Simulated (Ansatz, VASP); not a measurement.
# Sn24O47 (V_O hop (2.6 A)): VASP beside Ansatz

One calculation is typed for both programs; each brings its own data sets. How far apart do they land? The structure shown is the start of the Ansatz relaxation below; VASP solves that cell, so the two are compared at the walk's first step.

Program: Ansatz 0.2.0. Level of theory: plane waves, with VASP 6.6.1 beside it; single point at PBEsol. Results are calculated unless marked as measured.

### Step 1. The structure

The cell holds 71 atoms: 24 Sn and 47 O. Its edges and angles: a = 9.536 Å, b = 9.536 Å, c = 9.636 Å, α = 90.0°, β = 90.0°, γ = 90.0°. It derives from SnO2 (SnO2 (P4_2/mnm)). Nearest the centre at fractional (0.500, 0.500, 0.500): O52 at 1.31 Å, Sn22 at 1.59 Å, Sn24 at 1.62 Å, O36 at 2.59 Å, O32 at 2.62 Å, O66 at 2.64 Å, O70 at 2.65 Å, Sn15 at 3.38 Å. The cell carries charge +2.

### Step 2. Ansatz: relaxation, PBEsol

Ansatz runs on its PAW soft_1 files.

The two programs are compared at the cell with which this relaxation starts, whose forces are those of its first step.

Input file input.yaml:

```yaml
crystal:
  lattice:
    - [9.53562392, 0.0, 0.0]
    - [0.0, 9.53562392, 0.0]
    - [0.0, 0.0, 9.63570775]
  atoms:
    - { symbol: Sn, position: [0.25, 0.25, 0.16666667] }
    - { symbol: Sn, position: [0.0, 0.0, 0.0] }
    - { symbol: O, position: [0.09686392, 0.40313608, 0.16666667] }
    - { symbol: O, position: [0.40313608, 0.09686392, 0.16666667] }
    - { symbol: O, position: [0.15313608, 0.15313608, 0.0] }
    - { symbol: O, position: [0.34686392, 0.34686392, 0.0] }
    - { symbol: Sn, position: [0.25, 0.25, 0.5] }
    - { symbol: Sn, position: [0.0, 0.0, 0.33333333] }
    - { symbol: O, position: [0.09686392, 0.40313608, 0.5] }
    - { symbol: O, position: [0.40313608, 0.09686392, 0.5] }
    - { symbol: O, position: [0.15313608, 0.15313608, 0.33333333] }
    - { symbol: O, position: [0.34686392, 0.34686392, 0.33333333] }
    - { symbol: Sn, position: [0.25, 0.25, 0.83333333] }
    - { symbol: Sn, position: [0.0, 0.0, 0.66666667] }
    - { symbol: O, position: [0.09686392, 0.40313608, 0.83333333] }
    - { symbol: O, position: [0.40313608, 0.09686392, 0.83333333] }
    - { symbol: O, position: [0.15313608, 0.15313608, 0.66666667] }
    - { symbol: O, position: [0.34686392, 0.34686392, 0.66666667] }
    - { symbol: Sn, position: [0.25, 0.75, 0.16666667] }
    - { symbol: Sn, position: [0.0, 0.5, 0.0] }
    - { symbol: O, position: [0.09686392, 0.90313608, 0.16666667] }
    - { symbol: O, position: [0.40313608, 0.59686392, 0.16666667] }
    - { symbol: O, position: [0.15313608, 0.65313608, 0.0] }
    - { symbol: O, position: [0.34686392, 0.84686392, 0.0] }
    - { symbol: Sn, position: [0.25, 0.75, 0.5] }
    - { symbol: Sn, position: [0.0, 0.5, 0.33333333] }
    - { symbol: O, position: [0.09686392, 0.90313608, 0.5] }
    - { symbol: O, position: [0.15313608, 0.65313608, 0.33333333] }
    - { symbol: O, position: [0.34686392, 0.84686392, 0.33333333] }
    - { symbol: Sn, position: [0.25, 0.75, 0.83333333] }
    - { symbol: Sn, position: [0.0, 0.5, 0.66666667] }
    - { symbol: O, position: [0.09686392, 0.90313608, 0.83333333] }
    - { symbol: O, position: [0.40313608, 0.59686392, 0.83333333] }
    - { symbol: O, position: [0.15313608, 0.65313608, 0.66666667] }
    - { symbol: O, position: [0.34686392, 0.84686392, 0.66666667] }
    - { symbol: Sn, position: [0.75, 0.25, 0.16666667] }
    - { symbol: Sn, position: [0.5, 0.0, 0.0] }
    - { symbol: O, position: [0.59686392, 0.40313608, 0.16666667] }
    - { symbol: O, position: [0.90313608, 0.09686392, 0.16666667] }
    - { symbol: O, position: [0.65313608, 0.15313608, 0.0] }
    - { symbol: O, position: [0.84686392, 0.34686392, 0.0] }
    - { symbol: Sn, position: [0.75, 0.25, 0.5] }
    - { symbol: Sn, position: [0.5, 0.0, 0.33333333] }
    - { symbol: O, position: [0.59686392, 0.40313608, 0.5] }
    - { symbol: O, position: [0.90313608, 0.09686392, 0.5] }
    - { symbol: O, position: [0.65313608, 0.15313608, 0.33333333] }
    - { symbol: O, position: [0.84686392, 0.34686392, 0.33333333] }
    - { symbol: Sn, position: [0.75, 0.25, 0.83333333] }
    - { symbol: Sn, position: [0.5, 0.0, 0.66666667] }
    - { symbol: O, position: [0.59686392, 0.40313608, 0.83333333] }
    - { symbol: O, position: [0.90313608, 0.09686392, 0.83333333] }
    - { symbol: O, position: [0.65313608, 0.15313608, 0.66666667] }
    - { symbol: O, position: [0.84686392, 0.34686392, 0.66666667] }
    - { symbol: Sn, position: [0.75, 0.75, 0.16666667] }
    - { symbol: Sn, position: [0.5, 0.5, 0.0] }
    - { symbol: O, position: [0.59686392, 0.90313608, 0.16666667] }
    - { symbol: O, position: [0.90313608, 0.59686392, 0.16666667] }
    - { symbol: O, position: [0.65313608, 0.65313608, 0.0] }
    - { symbol: O, position: [0.84686392, 0.84686392, 0.0] }
    - { symbol: Sn, position: [0.75, 0.75, 0.5] }
    - { symbol: Sn, position: [0.5, 0.5, 0.33333333] }
    - { symbol: O, position: [0.59686392, 0.90313608, 0.5] }
    - { symbol: O, position: [0.90313608, 0.59686392, 0.5] }
    - { symbol: O, position: [0.65313608, 0.65313608, 0.33333333] }
    - { symbol: O, position: [0.84686392, 0.84686392, 0.33333333] }
    - { symbol: Sn, position: [0.75, 0.75, 0.83333333] }
    - { symbol: Sn, position: [0.5, 0.5, 0.66666667] }
    - { symbol: O, position: [0.59686392, 0.90313608, 0.83333333] }
    - { symbol: O, position: [0.90313608, 0.59686392, 0.83333333] }
    - { symbol: O, position: [0.65313608, 0.65313608, 0.66666667] }
    - { symbol: O, position: [0.84686392, 0.84686392, 0.66666667] }
total_charge: 2
basis:
  ecutwfc: 420
  xc_grid: 2
hamiltonian:
  xc: pbesol
  pseudopotentials: { kind: paw, azcp: { folder: soft_1 }, xc_functional: pbe }
kpoints:
  mp_grid: { grid: [1, 1, 1], shift: [0.25, 0.25, 0.25] }
scf:
  occupations: { method: fixed }
  max_iter: 120
output:
  forces: true
relax:
  f_tol: 0.02
  max_steps: 70
  random_displacement: { amplitude: 0.03, seed: 655 }
```

The run is started by

```sh
ansatz run input.yaml --threads 4 --pin off --max-ram 8478MiB --backend cpu --events-out ev --progress --plain --runs-dir out
```

Numbers of over 12 decimals in the logs are rounded to 6 here.

What it wrote:

```text
The last accepted step is kept in <dir> (removed where the run ends without a failure and the disk answers)
Engine: ansatz 0.2.0, aarch64-unknown-linux-gnu
Pseudopotentials: kind: paw
Pseudopotential: Sn, paw, valence charge 14, recommended cutoff 420 eV (normal), soft_1/Sn.paw.azcp
Pseudopotential: O, paw, valence charge 6, recommended cutoff 420 eV (normal), soft_1/O.paw.azcp
Functional definition: PBEsol
  exchange = pbesol_x
  correlation = pbesol_c
Crystal: 71 atoms, lattice volume = 876.157 Å³
Basis set: ecut = 420 eV, 17081 PW (Γ), exchange–correlation on 128×128×144 points (8 copies of the dense FFT grid, shifted against one another)
Bands: 379, of which v1, the nominal top of the filled ones, is band 308 counted from 1 (307 counted from 0)
Symmetry: 1 space group operations
k-points: 1
Non-local potential: Sn, projectors of the file, l = 0: 2, l = 1: 2, l = 2: 2, l = 3: 1
Non-local potential: O, projectors of the file, l = 0: 2, l = 1: 2, l = 2: 1
PAW form: soft (Blöchl's): semilocal exchange-correlation on the pseudo side does not see the compensation charge
PAW frozen core: Sn, regenerated for the run's functional, and the local potential with it (the file was generated under x = pbe(κ = 0.804, μ = 0.219515), c = pbe(β = 0.066725))
PAW frozen core: O, regenerated for the run's functional, and the local potential with it (the file was generated under x = pbe(κ = 0.804, μ = 0.219515), c = pbe(β = 0.066725))
PAW one-centre angular grid: Sn, 590 points (default); XC on 64 Gauss nodes
PAW one-centre angular grid: O, 110 points (default); XC on 64 Gauss nodes
Initial density: superposition of atomic densities (chi_scale 0.1, normalization cell, long waves kept (reshape's long-wave potential 0.26 eV rms))
Initial wavefunctions: pseudopotential atomic-orbital guess
Functional: x = pbesol(κ = 0.804, μ = 0.123457), c = pbesol(β = 0.046)
SCF iter   1: F=—  HF=-169184.657705 eV  |F-HF|=—  |Δ(HF+E_count)|=         —  Δρ=7.30e-2  dr2=3.61e1  ethr=3.10e-3  ⟨swp⟩=4.0  Hψ=1217  notcnv=0  defer=68
preconditioner: auto → Resta (q_TF=auto, 2.573 Å⁻¹)  ε∞=3.5  [insulator: Δε(μ)=1.244 eV  Ē_g=19.766 eV  n_scr=250 (ndim 8)  ℏωp=31.1 eV  f_vac=0.000  ε∞_Penn≈3.5]
SCF iter   2: F=—  HF=-169176.662833 eV  |F-HF|=—  |Δ(HF+E_count)|=    7.99e0  Δρ=3.61e-2  dr2=6.23e0  ethr=3.10e-3  ⟨swp⟩=3.0  Hψ=723  notcnv=0  defer=67
SCF iter   3: F=—  HF=-169175.487844 eV  |F-HF|=—  |Δ(HF+E_count)|=    1.17e0  Δρ=1.15e-2  dr2=1.14e0  ethr=1.01e-3  ⟨swp⟩=2.0  Hψ=610  notcnv=0  defer=68
SCF iter   4: F=—  HF=-169175.337617 eV  |F-HF|=—  |Δ(HF+E_count)|=   1.50e-1  Δρ=3.46e-3  dr2=1.05e-1  ethr=1.85e-4  ⟨swp⟩=2.0  Hψ=486  notcnv=0  defer=68
SCF iter   5: F=—  HF=-169175.352013 eV  |F-HF|=—  |Δ(HF+E_count)|=   1.44e-2  Δρ=2.33e-3  dr2=4.50e-2  ethr=1.71e-5  ⟨swp⟩=3.0  Hψ=723  notcnv=0  defer=69
SCF iter   6: F=—  HF=-169175.349610 eV  |F-HF|=—  |Δ(HF+E_count)|=   2.40e-3  Δρ=6.06e-4  dr2=2.97e-3  ethr=7.30e-6  ⟨swp⟩=2.0  Hψ=501  notcnv=0  defer=69
SCF iter   7: F=—  HF=-169175.352794 eV  |F-HF|=—  |Δ(HF+E_count)|=   3.18e-3  Δρ=4.38e-4  dr2=1.59e-3  ethr=4.83e-7  ⟨swp⟩=2.0  Hψ=502  notcnv=0  defer=69
SCF iter   8: F=—  HF=-169175.352656 eV  |F-HF|=—  |Δ(HF+E_count)|=   1.37e-4  Δρ=9.12e-5  dr2=7.04e-5  ethr=2.58e-7  ⟨swp⟩=2.0  Hψ=494  notcnv=0  defer=69
SCF iter   9: F=—  HF=-169175.352677 eV  |F-HF|=—  |Δ(HF+E_count)|=   2.06e-5  Δρ=4.24e-5  dr2=1.38e-5  ethr=1.14e-8  ⟨swp⟩=2.0  Hψ=453  notcnv=0  defer=69
SCF iter  10: F=-169175.352681 eV  HF=-169175.352685 eV  |F-HF|=4.43e-6  |Δ(HF+E_count)|=   8.18e-6  Δρ=3.03e-5  dr2=7.32e-6  ethr=1.62e-9  ⟨swp⟩=4.0  Hψ=1134  notcnv=0
SCF 1 converged in 10 iterations: F = -169175.352681 eV  dr2 = 7.32e-6
  greatest PAW one-centre occupation: 0.997 electrons in one spin orbital (limit 2), on the Sn atom at site 42 (counted from 0), in its partial waves of l = 2
relax step   1: F+E_penalty+E_count = -169175.35268057 eV  Δ(F+E_penalty+E_count) = +0.000e0 eV  max|allowed force component| = 3.525e0 eV/Å  Δτ_max = 0.0000 Å  (10 SCF iters, dr2 threshold 1.00e-5 eV, accepted)
Initial density: handed on by an earlier stage of this run
Initial wavefunctions: those handed on with the density
iter 1 solved again at ethr=1.45e-4 eV; its pass at ethr=3.10e-3 eV (dr2=8.96e-1 eV) is discarded
SCF iter   1: F=—  HF=-169177.456985 eV  |F-HF|=—  |Δ(HF+E_count)|=         —  Δρ=1.28e-2  dr2=9.01e-1  ethr=1.45e-4  ⟨swp⟩=1.0  Hψ=1362  notcnv=0  defer=67
preconditioner: auto → Resta (q_TF=auto, 2.573 Å⁻¹)  ε∞=3.6  [insulator: Δε(μ)=1.665 eV  Ē_g=19.282 eV  n_scr=250 (ndim 8)  ℏωp=31.1 eV  f_vac=0.032  ε∞_Penn≈3.6]
SCF iter   2: F=—  HF=-169177.192653 eV  |F-HF|=—  |Δ(HF+E_count)|=   2.64e-1  Δρ=5.56e-3  dr2=1.50e-1  ethr=1.45e-4  ⟨swp⟩=3.0  Hψ=624  notcnv=0  defer=69
[...]
atom  21  O     -0.00039900     0.00037888    -0.00039083
  atom  22  O     -0.00044207     0.00063462     0.00101618
  atom  23  O     -0.00007073    -0.00025594     0.00013648
  atom  24  O      0.00048597     0.00031768    -0.00000884
  atom  25  Sn     0.00065536    -0.00080304    -0.00021232
  atom  26  Sn    -0.00016959    -0.00096268    -0.00026011
  atom  27  O      0.00154693    -0.00197484    -0.00004759
  atom  28  O      0.00086680    -0.00102854     0.00045763
  atom  29  O      0.00119247    -0.00061119     0.00026100
  atom  30  Sn     0.00002756    -0.00000140     0.00209284
  atom  31  Sn    -0.00043022    -0.00137743     0.00033498
  atom  32  O     -0.00054591     0.00052815     0.00040147
  atom  33  O     -0.00039858     0.00076909    -0.00096522
  atom  34  O      0.00111056    -0.00111284    -0.00046044
  atom  35  O      0.00119013    -0.00062586    -0.00015012
  atom  36  Sn     0.00036375    -0.00019924    -0.00031114
  atom  37  Sn     0.00046966    -0.00010098     0.00001937
  atom  38  O     -0.00018589    -0.00001219     0.00064855
  atom  39  O      0.00012803    -0.00007026    -0.00030692
  atom  40  O     -0.00050124     0.00049819     0.00011616
  atom  41  O     -0.00049939     0.00081791     0.00004620
  atom  42  Sn     0.00096837    -0.00081461     0.00000047
  atom  43  Sn     0.00056287     0.00016528     0.00010806
  atom  44  O     -0.00037975     0.00018304    -0.00006943
[...]
atom  64  O     -0.00017749     0.00032470     0.00005468
  atom  65  O     -0.00031802     0.00004533     0.00002155
  atom  66  Sn    -0.00031937     0.00010613    -0.00062799
  atom  67  Sn    -0.00095255     0.00131079    -0.00106504
  atom  68  O      0.00022517     0.00003890    -0.00002293
  atom  69  O     -0.00023554    -0.00068869     0.00029714
  atom  70  O     -0.00003378     0.00055822     0.00008142
  atom  71  O     -0.00011368     0.00011373    -0.00004696
  max |Σ_I F_I| component: 1.74e-5 eV/Å
--- Relaxed structure (5 steps of the walk, 5 accepted, 0 SCFs on fresh bases) ---
  F+E_penalty+E_count = -169177.45916734 eV   max|allowed force component| = 2.348e-3 eV/Å
  atoms:
    - { symbol: Sn, position: [0.248606, 0.250872, 0.166415] }
    - { symbol: Sn, position: [0.00536516, -0.00521895, 0.000175111] }
    - { symbol: O, position: [0.096516, 0.404611, 0.167635] }
    - { symbol: O, position: [0.400999, 0.096370, 0.168488] }
    - { symbol: O, position: [0.153539, 0.151983, 0.000137471] }
    - { symbol: O, position: [0.346270, 0.347852, 0.000186475] }
    - { symbol: Sn, position: [0.248693, 0.249945, 0.500171] }
    - { symbol: Sn, position: [-0.00464706, 0.00476982, 0.331543] }
    - { symbol: O, position: [0.093556, 0.400564, 0.500166] }
    - { symbol: O, position: [0.400434, 0.095808, 0.500185] }
    - { symbol: O, position: [0.152887, 0.154982, 0.333191] }
    - { symbol: O, position: [0.346532, 0.354290, 0.336119] }
    - { symbol: Sn, position: [0.248635, 0.250910, 0.833905] }
    - { symbol: Sn, position: [-0.00462394, 0.00479194, 0.668808] }
    - { symbol: O, position: [0.096480, 0.404595, 0.832701] }
    - { symbol: O, position: [0.401096, 0.096504, 0.831875] }
    - { symbol: O, position: [0.152908, 0.155000, 0.667139] }
    - { symbol: O, position: [0.346539, 0.354404, 0.664195] }
    - { symbol: Sn, position: [0.251673, 0.748459, 0.167968] }
    - { symbol: Sn, position: [-0.000651671, 0.501409, 0.000167528] }
    - { symbol: O, position: [0.098815, 0.901324, 0.171207] }
    - { symbol: O, position: [0.405338, 0.594785, 0.169488] }
    - { symbol: O, position: [0.155924, 0.651936, 0.000160434] }
    - { symbol: O, position: [0.348224, 0.844208, 0.000188096] }
    - { symbol: Sn, position: [0.233060, 0.767091, 0.500175] }
    - { symbol: Sn, position: [-0.00073305, 0.499497, 0.333996] }
    - { symbol: O, position: [0.088057, 0.912125, 0.500176] }
    - { symbol: O, position: [0.161938, 0.647510, 0.339402] }
    - { symbol: O, position: [0.352720, 0.838061, 0.339413] }
    - { symbol: Sn, position: [0.251688, 0.748473, 0.832383] }
    - { symbol: Sn, position: [-0.000710181, 0.499525, 0.666324] }
    - { symbol: O, position: [0.098838, 0.901345, 0.829143] }
    - { symbol: O, position: [0.405340, 0.594785, 0.830858] }
    - { symbol: O, position: [0.162060, 0.647451, 0.660938] }
    - { symbol: O, position: [0.352656, 0.838187, 0.660945] }
    - { symbol: Sn, position: [0.753869, 0.246289, 0.164683] }
    - { symbol: Sn, position: [0.498739, 0.000798818, 0.00017746] }
    - { symbol: O, position: [0.601584, 0.398595, 0.156615] }
[...]
- { symbol: Sn, position: [0.749484, 0.250663, 0.500172] }
    - { symbol: Sn, position: [0.500628, 0.000856762, 0.334021] }
[...]
- { symbol: Sn, position: [0.753856, 0.246278, 0.835661] }
    - { symbol: Sn, position: [0.500650, 0.000879618, 0.666349] }
[...]
- { symbol: Sn, position: [0.749238, 0.751510, 0.166444] }
    - { symbol: Sn, position: [0.497640, 0.502507, 0.000173847] }
[...]
- { symbol: Sn, position: [0.750202, 0.751452, 0.500174] }
    - { symbol: Sn, position: [0.513035, 0.487038, 0.319036] }
    - { symbol: O, position: [0.599603, 0.906610, 0.500179] }
    - { symbol: O, position: [0.904321, 0.599697, 0.500160] }
    - { symbol: O, position: [0.645726, 0.653628, 0.336148] }
    - { symbol: O, position: [0.845169, 0.847220, 0.333209] }
    - { symbol: Sn, position: [0.749275, 0.751543, 0.833932] }
    - { symbol: Sn, position: [0.513111, 0.487109, 0.681311] }
    - { symbol: O, position: [0.595554, 0.903650, 0.832710] }
    - { symbol: O, position: [0.903761, 0.599135, 0.831859] }
    - { symbol: O, position: [0.645847, 0.653624, 0.664230] }
    - { symbol: O, position: [0.845179, 0.847244, 0.667154] }
```

In the SCF lines HF is the Harris–Foulkes energy and dr2 the Hartree energy of the density residual, in eV; the loop may stop once dr2 is under the threshold and the program's other checks hold. Hψ counts applications of the Hamiltonian.

(Continued in part 2 of 4.)

[Lines on the potential files, build, host, timing and source positions are cut from VASP's logs without a mark.]

[Logs are printed without paths, hosts, clocks, repeated set-up lines and the standing remarks that a program may print on its own settings, such as how far it seeks lower states.]

[Hosts, paths, dates, database ids (printed as entryN), source tags and the programs' standing remarks are cut or masked in the printed files.]
